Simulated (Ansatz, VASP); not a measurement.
## AlN in VASP and in Ansatz

```
CELL_PARAMETERS angstrom
3.13028 0.00000 0.00000
-1.56514 2.71090 0.00000
0.00000 0.00000 4.99265
ATOMIC_POSITIONS crystal
Al 0.33333 0.66667 0.99975
Al 0.66667 0.33333 0.49975
N 0.33333 0.66667 0.38225
N 0.66667 0.33333 0.88225
```

Alike in both runs: functional PBE; k mesh 8 × 8 × 5; no spin polarisation.

Ansatz relaxed the structure, and its values are those at the end. VASP's run is a single point on that final structure, the one shown.

|  | VASP | Ansatz |
| --- | --- | --- |
| version | VASP 6.6.1 | Ansatz 0.2.0 |
| potentials or method | VASP PAW PBE potentials, release 64 (Al, N) | scalar-relativistic, plane waves, PAW |
| plane-wave cutoff (eV) | 520 | 420 |
| occupations | gaussian, width 0.01 eV | fixed |
| valence electrons in the cell | 16 | 16 |

Ansatz gave:

```
gap on the k mesh at the Fermi level (eV) : 4.05
least direct gap on the mesh (eV)         : 4.05
pressure (GPa)                            : 0.9
```

Task: Estimate VASP's values.

Result: gap on the k mesh at the Fermi level (eV): 4.06; least direct gap on the mesh (eV): 4.06; pressure (GPa): 0.7.

Ansatz warned: «stress_scf_threshold_loose».
